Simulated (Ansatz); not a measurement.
# NbAs (I4_1md) in Ansatz: a series of runs

Runs on NbAs. Level: PBE. Tasks: band structure, single point, equation of state.

Program: Ansatz 0.2.0. These are calculated values, not measurements. Logs are shortened: lines on timing, memory, paths and dates and some standing lists are left out, and cuts for length are marked.

## (1) The structure

It takes space group I4_1md (No. 109, tetragonal). Conventional cell: a = 3.452 Å, b = 3.452 Å, c = 11.680 Å, α = 90.00°, β = 90.00°, γ = 90.00°. Nb (site symmetry 2mm) is surrounded by 6 As at 2.60 to 2.63 Å. As (site symmetry 2mm) is surrounded by 6 Nb at 2.60 to 2.63 Å.

## (2) Band structure, PBE

input.yaml

```yaml
crystal:
  lattice:
    - [-1.72585, 1.72585, 5.84]
    - [1.72585, -1.72585, 5.84]
    - [1.72585, 1.72585, -5.84]
  atoms:
    - { symbol: Nb, position: [0.5, 0.0, 0.5] }
    - { symbol: Nb, position: [0.75, 0.75, 0.0] }
    - { symbol: As, position: [0.916, 0.416, 0.5] }
    - { symbol: As, position: [0.166, 0.166, 0.0] }
hamiltonian:
  xc: pbe
  pseudopotentials: { kind: paw }
kpoints:
  mp_grid: { grid: [11, 11, 11] }
  band_path:
    path:
      - [[0.0, 0.0, 0.0], [-0.5, 0.5, 0.0], [-0.5, 0.5, -0.0436667032], [-0.2718333516, 0.2718333516, -0.2718333516], [0.0, 0.0, 0.0], [0.5, 0.5, -0.5], [0.2718333516, 0.7281666484, -0.7281666484], [0.0, 0.5, -0.5], [-0.25, 0.75, -0.25], [0.0436667032, 0.9563332968, -0.5], [0.5, 0.5, -0.5]]
      - [[-0.5, 0.5, 0.0], [-0.25, 0.75, -0.25]]
    npoints: 14
scf:
  occupations: { method: fermi_dirac, width: 0.05 }
  n_extra_bands: 10
output:
  forces: true
  stress: true
  eigenvalues: true
  fatbands: false
```

Potentials or basis: Ansatz PAW.

Command:

```bash
ansatz run input.yaml --threads 2 --pin off --max-ram 5632MiB --backend cpu --events-out ev --progress --plain --runs-dir out
```

Output:

```text
Warning: RAYON_NUM_THREADS=2 ignored (pool sized by the plan → 2); use --threads N
basis.fft_grid_basis auto: the FFT boxes are laid along the combinations [[1, 0, 1], [0, 1, 1], [0, 0, 1]] of the cell's own vectors, 3.452, 3.452 and 6.330 Å long. The dense box has 24×24×45 points. Along the cell's own vectors, as sized, it would have 45×45×45, 3.52 times as many. Of the 8 symmetry operations that the crystal satisfies within crystal.symmetry.tolerance (time reversal apart; of a slab, those that keep its plane) the dense box along the cell's own vectors carries 8, and the one as laid loses 6 of those. basis.fft_grid_basis: typed keeps the cell's own vectors: state it where this run's energies or levels are differenced outside the engine with another run's, or held beside a run that keeps those vectors.
scf.n_extra_bands = 10 over 28 filled bands (N_el = 56.0): the run solves 38 bands
Engine: ansatz 0.2.0, x86_64-unknown-linux-gnu
Pseudopotentials: kind: paw
Pseudopotential: Nb, paw, valence charge 13, recommended cutoff 420 eV (normal), Nb.paw.azcp
Pseudopotential: As, paw, valence charge 15, recommended cutoff 420 eV (normal), As.paw.azcp
Functional definition: PBE
  parameter kappa = 0.804
  parameter beta = 0.06672455060314922
  exchange = pbe_x(kappa = kappa, mu = beta*pi^2/3)
  correlation = pbe_c(beta = beta)
Crystal: 4 atoms, lattice volume = 69.579 Å³
Basis set: ecut = 420 eV, 1371 PW (Γ), FFT grids on a1+a3, a2+a3, a3, exchange–correlation on 48×48×90 points (8 copies of the dense FFT grid, shifted against one another)
Bands: 38, of which v1, the nominal top of the filled ones, is band 28 counted from 1 (27 counted from 0)
Symmetry: 8 space group operations
Space group: I41md (ITA 109), of the structure as read, at distance tolerance 4.1e-5 Å
k-points: 126 of 1331 (time reversal used)
Non-local potential: Nb, projectors of the file, l = 0: 3, l = 1: 2, l = 2: 2, l = 3: 1
Non-local potential: As, projectors of the file, l = 0: 2, l = 1: 2, l = 2: 3, l = 3: 1
PAW form: soft (Blöchl's): semilocal exchange-correlation on the pseudo side does not see the compensation charge
PAW one-centre angular grid: Nb, 590 points (default); XC on 64 Gauss nodes
PAW one-centre angular grid: As, 590 points (default); XC on 64 Gauss nodes
Initial density: superposition of atomic densities (neutral atoms: chi_scale 0, normalization atom), corrected by the library's trained network
Initial wavefunctions: pseudopotential atomic-orbital guess
Functional: x = pbe(κ = 0.804, μ = 0.2195149727645171), c = pbe(β = 0.06672455060314922)
SCF iter   1: F=—  HF=-18819.584178 eV  |F-HF|=—  |Δ(HF+E_count)|=         —  Δρ=7.14e-3  dr2=2.39e-2  ethr=1.77e-3  ⟨swp⟩=5.8  Hψ=19310  notcnv=0  defer=21
preconditioner: auto → Kerker (q_TF=auto, 2.631 Å⁻¹)  [metal: Δε(μ)=0.023 eV  Ē_g=8.478 eV  σ=0.050 eV  W_gap=0.12  n_scr=24 (ndim 8)  ℏωp=19.9 eV  f_vac=0.000  D(μ)=0.71/eV (n_scr^D=2)]
SCF iter   2: F=—  HF=-18819.583974 eV  |F-HF|=—  |Δ(HF+E_count)|=   2.03e-4  Δρ=4.30e-3  dr2=9.06e-3  ethr=4.27e-5  ⟨swp⟩=1.0  Hψ=5796  notcnv=0  defer=197
SCF iter   3: F=—  HF=-18819.584339 eV  |F-HF|=—  |Δ(HF+E_count)|=   3.65e-4  Δρ=5.60e-4  dr2=1.83e-4  ethr=1.62e-5  ⟨swp⟩=2.1  Hψ=5875  notcnv=0  defer=197
SCF iter   4: F=—  HF=-18819.584234 eV  |F-HF|=—  |Δ(HF+E_count)|=   1.05e-4  Δρ=3.06e-4  dr2=4.94e-5  ethr=3.26e-7  ⟨swp⟩=2.0  Hψ=7597  notcnv=0  defer=197
SCF iter   5: F=—  HF=-18819.584241 eV  |F-HF|=—  |Δ(HF+E_count)|=   6.21e-6  Δρ=7.18e-5  dr2=4.06e-6  ethr=8.83e-8  ⟨swp⟩=2.0  Hψ=6329  notcnv=0  defer=197
SCF iter   6: F=—  HF=-18819.584240 eV  |F-HF|=—  |Δ(HF+E_count)|=   4.59e-7  Δρ=1.60e-5  dr2=2.13e-7  ethr=7.26e-9  ⟨swp⟩=2.0  Hψ=7750  notcnv=0  defer=197
SCF iter   7: F=-18819.584240 eV  HF=-18819.584240 eV  |F-HF|=2.06e-9  |Δ(HF+E_count)|=   7.70e-9  Δρ=3.76e-6  dr2=1.33e-8  ethr=1.79e-10  ⟨swp⟩=8.4  Hψ=17318  notcnv=0
SCF 1 converged in 7 iterations: F = -18819.584240 eV  dr2 = 1.33e-8
NSCF: frozen V_eff on 156 k-points
SCF converged after 7 iterations
Free energy (F): -18819.584240 eV
Harris-Foulkes:  -18819.584240 eV  (|F-HF|=2.06e-9)
Internal energy: -18819.578107 eV  (E = F + TS)
E sigma→0 (E₀):  -18819.581174 eV
Entropy (-TS):   -0.006133 eV (-1.533 meV/atom)
Fermi energy:    16.307551 eV
--- Per-component energies (eV) ---
  E_band       = -484.189182
  E_kinetic    = 999.052952
  E_local      = -4331.970435  (includes V_loc(G=0)·N_el)
  E_nonlocal   = -1101.128710
  E_hartree    = 2145.460789
  E_xc         = -512.206844
  E_vxc        = -588.362140  (∫ρ·V_xc dr)
  E_paw        = -9818.533970  (= ΣΔE_a)
  E_vpaw       = 247.297928  (= ΣTr[D̂ρ^β])
  E_aug_tail   = 0.000027  (compensation charges beyond the density's cutoff)
  E_ewald      = -6200.251917
  E_smearing   = -0.006133  (= −TS)
  E_closure    = -0.000000  (closes the sum)
  Σ components = -18819.584240   (vs F -18819.584240, Δ=0.00e0)
--- Forces (eV/Å), atoms counted from 1 ---
  atom   1  Nb     0.00000000    -0.00000000    -0.29784055
  atom   2  Nb    -0.00000000    -0.00000000    -0.29784055
  atom   3  As     0.00000000     0.00000000     0.29783275
  atom   4  As    -0.00000000     0.00000000     0.29783275
  max |Σ_I F_I| component: 1.56e-5 eV/Å
--- Stress (GPa, compression-positive) ---
        3.054441       0.000000      -0.000000
        0.000000       3.054441       0.000000
       -0.000000       0.000000       3.758890
  P = ⅓ Tr σ = 3.2893 GPa (32.893 kbar)
--- Band table (eV; the first three rows and the last of 126) ---
  k-point 0: bands = ["-38.8010", "-38.7725", "-19.2047", "-19.2047", "-19.1887", "-19.1845", "-19.1820", "-19.1805", "-19.1762", "-19.1755", "-19.1755", "-19.1733", "-15.0274", "-14.9119", "-14.9119", "-14.7586", "-14.7586", "-14.7126", "3.0771", "5.3570", "10.0985", "13.4899", "14.0525", "14.0525", "14.2768", "14.6355", "14.9214", "14.9214", "17.0299", "17.6055", "18.7173", "19.3143", "19.3143", "20.0144", "20.2707", "20.2707", "21.4943", "22.2383"]
  k-point 1: bands = ["-38.7985", "-38.7713", "-19.2054", "-19.2041", "-19.1880", "-19.1843", "-19.1833", "-19.1822", "-19.1760", "-19.1754", "-19.1739", "-19.1725", "-15.0185", "-14.9281", "-14.9246", "-14.7758", "-14.7698", "-14.7110", "3.2781", "5.4141", "10.2331", "13.0752", "13.8702", "13.9660", "14.0143", "14.4759", "15.0174", "15.1842", "16.7388", "17.2527", "18.7161", "18.9644", "19.5680", "19.8877", "20.0981", "20.7845", "22.3445", "23.4774"]
  k-point 2: bands = ["-38.7917", "-38.7681", "-19.2075", "-19.2023", "-19.1877", "-19.1865", "-19.1850", "-19.1833", "-19.1751", "-19.1749", "-19.1713", "-19.1704", "-15.0050", "-14.9697", "-14.9464", "-14.8160", "-14.7989", "-14.7124", "3.8203", "5.5315", "10.6722", "12.2185", "12.8997", "13.3757", "13.6079", "14.6736", "15.4090", "15.5806", "16.5537", "16.6710", "18.3437", "18.9382", "19.9488", "20.0630", "20.0731", "21.5406", "24.0291", "24.6293"]
  k-point 125: bands = ["-38.7861", "-38.7856", "-19.2066", "-19.2063", "-19.1855", "-19.1854", "-19.1822", "-19.1818", "-19.1754", "-19.1751", "-19.1736", "-19.1735", "-14.9427", "-14.9176", "-14.8714", "-14.8651", "-14.7635", "-14.7483", "4.0787", "4.0974", "12.2143", "12.3448", "13.3014", "13.6092", "13.6524", "14.1527", "15.3439", "15.8863", "17.0608", "17.8204", "18.0199", "18.2739", "19.4082", "19.5251", "20.6571", "21.3752", "22.9244", "23.5543"]
```

Wall time 41 s (2 threads of Intel Xeon at 2.50GHz (Skylake/Cascade Lake), shared host); peak memory 0.53 GiB.

Results:

```
Free energy            : -18819.5842 eV
Pressure               : 3.3 GPa
Largest force          : 0.298 eV/Å
Band gap on the k mesh : none (metal or under the smearing width)
```

Forces in eV/Å, atoms in the order of the input:
```
Nb   0.000  0.000 -0.298
Nb   0.000  0.000 -0.298
As   0.000  0.000  0.298
As   0.000  0.000  0.298
```

Levels at the corners of the path, in eV from the Fermi level:
| point | band 26 | band 27 | band 28 | band 29 | band 30 | band 31 |
| --- | --- | --- | --- | --- | --- | --- |
| Γ | -1.67 | -1.39 | -1.39 | 0.72 | 1.30 | 2.41 |
| X | -2.81 | -0.59 | -0.59 | 2.41 | 2.41 | 2.70 |
| Y | -2.78 | -0.63 | -0.63 | 2.30 | 2.30 | 2.70 |
| S | -2.09 | -1.46 | -0.16 | 0.18 | 1.44 | 2.01 |
| Γ | -1.67 | -1.39 | -1.39 | 0.72 | 1.30 | 2.41 |
| Z | -2.51 | -0.52 | -0.52 | 1.00 | 1.00 | 1.92 |
| S1 | -2.09 | -1.46 | -0.16 | 0.18 | 1.44 | 2.01 |
| N | -1.88 | -1.41 | -0.06 | 0.05 | 1.16 | 2.13 |
| P | -2.83 | -0.57 | -0.57 | 2.43 | 2.43 | 2.65 |
| Y1 | -2.78 | -0.63 | -0.63 | 2.30 | 2.30 | 2.70 |
| Z | -2.51 | -0.52 | -0.52 | 1.00 | 1.00 | 1.92 |
| X | -2.81 | -0.59 | -0.59 | 2.41 | 2.41 | 2.70 |
| P | -2.83 | -0.57 | -0.57 | 2.43 | 2.43 | 2.65 |

## (3) Single point, PBE, 16.35 Å³/atom (volume scaled by 0.94)

input.yaml

```yaml
crystal:
  lattice:
    - [-1.6906186857, 1.6906186857, 5.7207828749]
    - [1.6906186857, -1.6906186857, 5.7207828749]
    - [1.6906186857, 1.6906186857, -5.7207828749]
  atoms:
    - { symbol: Nb, position: [0.5, 0.0, 0.5] }
    - { symbol: Nb, position: [0.75, 0.75, 0.0] }
    - { symbol: As, position: [0.916, 0.416, 0.5] }
    - { symbol: As, position: [0.166, 0.166, 0.0] }
hamiltonian:
  xc: pbe
  pseudopotentials: { kind: paw }
kpoints:
  mp_grid: { grid: [11, 11, 11] }
scf:
  occupations: { method: fermi_dirac, width: 0.05 }
output:
  forces: true
  stress: true
  eigenvalues: true
```

Potentials or basis: Ansatz PAW.

Command:

```bash
ansatz run input.yaml --threads 2 --pin off --max-ram 5632MiB --backend cpu --events-out ev --progress --plain --runs-dir out
```

It took 20 s on 2 threads of Intel Xeon at 2.50GHz (Skylake/Cascade Lake), shared host; peak memory 0.5 GiB.

The run converged. Its results:

```
Free energy            : -18819.3434 eV
Pressure               : 15.9 GPa
Largest force          : 0.382 eV/Å
Band gap on the k mesh : 0.03 eV, indirect (least direct gap 0.09 eV)
```

Caveat: odd divisions of the mesh miss points on the zone boundary, where band edges often lie, so the gap on the mesh can be too wide.

## (4) Single point, PBE, 16.70 Å³/atom (volume scaled by 0.96)

input.yaml: that of step 3 with these lines changed.

```diff
@@ -2,5 +2,5 @@
   lattice:
-    - [-1.6906186857, 1.6906186857, 5.7207828749]
-    - [1.6906186857, -1.6906186857, 5.7207828749]
-    - [1.6906186857, 1.6906186857, -5.7207828749]
+    - [-1.7025248434, 1.7025248434, 5.7610714056]
+    - [1.7025248434, -1.7025248434, 5.7610714056]
+    - [1.7025248434, 1.7025248434, -5.7610714056]
   atoms:
```

Command:

```bash
ansatz run input.yaml --threads 2 --pin off --max-ram 5632MiB --backend cpu --events-out ev --progress --plain --runs-dir out
```

Run time: 20 s. Hardware: 2 threads of Intel Xeon at 2.50GHz (Skylake/Cascade Lake), shared host; peak memory 0.5 GiB.

The run converged. Its results:

| Property | Result |
| --- | --- |
| Free energy | -18819.4607 eV |
| Pressure | 11.2 GPa |
| Largest force | 0.352 eV/Å |
| Band gap on the k mesh | 0.03 eV, indirect (least direct gap 0.08 eV) |

Caveat: odd divisions of the mesh miss points on the zone boundary, where band edges often lie, so the gap on the mesh can be too wide.

## (5) Single point, PBE, 17.05 Å³/atom (volume scaled by 0.98)

input.yaml: that of step 4 with these lines changed.

```diff
@@ -2,5 +2,5 @@
   lattice:
-    - [-1.7025248434, 1.7025248434, 5.7610714056]
-    - [1.7025248434, -1.7025248434, 5.7610714056]
-    - [1.7025248434, 1.7025248434, -5.7610714056]
+    - [-1.7142667651, 1.7142667651, 5.8008041881]
+    - [1.7142667651, -1.7142667651, 5.8008041881]
+    - [1.7142667651, 1.7142667651, -5.8008041881]
   atoms:
```

Command:

```bash
ansatz run input.yaml --threads 2 --pin off --max-ram 5632MiB --backend cpu --events-out ev --progress --plain --runs-dir out
```

Wall time 21 s (2 threads of Intel Xeon at 2.50GHz (Skylake/Cascade Lake), shared host); peak memory 0.51 GiB.

It converged, with:

```
Free energy            : -18819.5397 eV
Pressure               : 7.0 GPa
Largest force          : 0.324 eV/Å
Band gap on the k mesh : none (metal or under the smearing width)
```

## (6) Single point, PBE, 17.39 Å³/atom

input.yaml: that of step 5 with these lines changed.

```diff
@@ -2,5 +2,5 @@
   lattice:
-    - [-1.7142667651, 1.7142667651, 5.8008041881]
-    - [1.7142667651, -1.7142667651, 5.8008041881]
-    - [1.7142667651, 1.7142667651, -5.8008041881]
+    - [-1.72585, 1.72585, 5.84]
+    - [1.72585, -1.72585, 5.84]
+    - [1.72585, 1.72585, -5.84]
   atoms:
```

Potentials or basis: Ansatz PAW.

Command:

```bash
ansatz run input.yaml --threads 2 --pin off --max-ram 5632MiB --backend cpu --events-out ev --progress --plain --runs-dir out
```

Run time: 21 s. Hardware: 2 threads of Intel Xeon at 2.50GHz (Skylake/Cascade Lake), shared host; peak memory 0.51 GiB.

Results (log left out):

```
Free energy            : -18819.5842 eV
Pressure               : 3.3 GPa
Largest force          : 0.298 eV/Å
Band gap on the k mesh : none (metal or under the smearing width)
```

## (7) Single point, PBE, 17.74 Å³/atom (volume scaled by 1.02)

input.yaml: that of step 6 with these lines changed.

```diff
@@ -2,5 +2,5 @@
   lattice:
-    - [-1.72585, 1.72585, 5.84]
-    - [1.72585, -1.72585, 5.84]
-    - [1.72585, 1.72585, -5.84]
+    - [-1.7372798033, 1.7372798033, 5.8786766238]
+    - [1.7372798033, -1.7372798033, 5.8786766238]
+    - [1.7372798033, 1.7372798033, -5.8786766238]
   atoms:
```

Command:

```bash
ansatz run input.yaml --threads 2 --pin off --max-ram 5632MiB --backend cpu --events-out ev --progress --plain --runs-dir out
```

Run time: 21 s. Hardware: 2 threads of Intel Xeon at 2.50GHz (Skylake/Cascade Lake), shared host; peak memory 0.51 GiB.

The run converged. Its results:

```
Free energy            : -18819.5979 eV
Pressure               : -0.1 GPa
Largest force          : 0.273 eV/Å
Band gap on the k mesh : none (metal or under the smearing width)
```

## (8) Single point, PBE, 18.09 Å³/atom (volume scaled by 1.04)

input.yaml: that of step 7 with these lines changed.

```diff
@@ -2,5 +2,5 @@
   lattice:
-    - [-1.7372798033, 1.7372798033, 5.8786766238]
-    - [1.7372798033, -1.7372798033, 5.8786766238]
-    - [1.7372798033, 1.7372798033, -5.8786766238]
+    - [-1.7485611571, 1.7485611571, 5.9168509183]
+    - [1.7485611571, -1.7485611571, 5.9168509183]
+    - [1.7485611571, 1.7485611571, -5.9168509183]
   atoms:
```

Command:

```bash
ansatz run input.yaml --threads 2 --pin off --max-ram 5632MiB --backend cpu --events-out ev --progress --plain --runs-dir out
```

Run time: 22 s. Hardware: 2 threads of Intel Xeon at 2.50GHz (Skylake/Cascade Lake), shared host; peak memory 0.51 GiB.

The run converged. Its results:

```yaml
Free_energy: -18819.5838 eV
Pressure: -3.1 GPa
Largest_force: 0.251 eV/Å
Band_gap_on_the_k_mesh: none (metal or under the smearing width)
```

## (9) Single point, PBE, 18.44 Å³/atom (volume scaled by 1.06)

input.yaml: that of step 8 with these lines changed.

```diff
@@ -2,5 +2,5 @@
   lattice:
-    - [-1.7485611571, 1.7485611571, 5.9168509183]
-    - [1.7485611571, -1.7485611571, 5.9168509183]
-    - [1.7485611571, 1.7485611571, -5.9168509183]
+    - [-1.7596987896, 1.7596987896, 5.9545388829]
+    - [1.7596987896, -1.7596987896, 5.9545388829]
+    - [1.7596987896, 1.7596987896, -5.9545388829]
   atoms:
```

Potentials or basis: Ansatz PAW.

Command:

```bash
ansatz run input.yaml --threads 2 --pin off --max-ram 5632MiB --backend cpu --events-out ev --progress --plain --runs-dir out
```

Run time: 21 s. Hardware: 2 threads of Intel Xeon at 2.50GHz (Skylake/Cascade Lake), shared host; peak memory 0.52 GiB.

The run converged. Its results:

| Property | Result |
| --- | --- |
| Free energy | -18819.5447 eV |
| Pressure | -5.8 GPa |
| Largest force | 0.229 eV/Å |
| Band gap on the k mesh | none (metal or under the smearing width) |

## (10) Equation of state, PBE

No new run: the results of the series are fitted here.

What came out:

```yaml
Equilibrium_volume: 17.73 Å³/atom
Bulk_modulus_at_fixed_shape_and_positions: 163 GPa
Pressure_derivative_of_the_bulk_modulus: 4.4
```

Energy against volume, from the lowest point:
| volume (Å³/atom) | energy (meV/atom) |
| --- | --- |
| 16.351 | 63.63 |
| 16.699 | 34.31 |
| 17.047 | 14.56 |
| 17.395 | 3.41 |
| 17.743 | 0.00 |
| 18.091 | 3.53 |
| 18.438 | 13.31 |

Caveat: the cell was scaled at fixed shape and fractional positions, which overstates the stiffness of a crystal with free parameters, most of all of layers and chains.
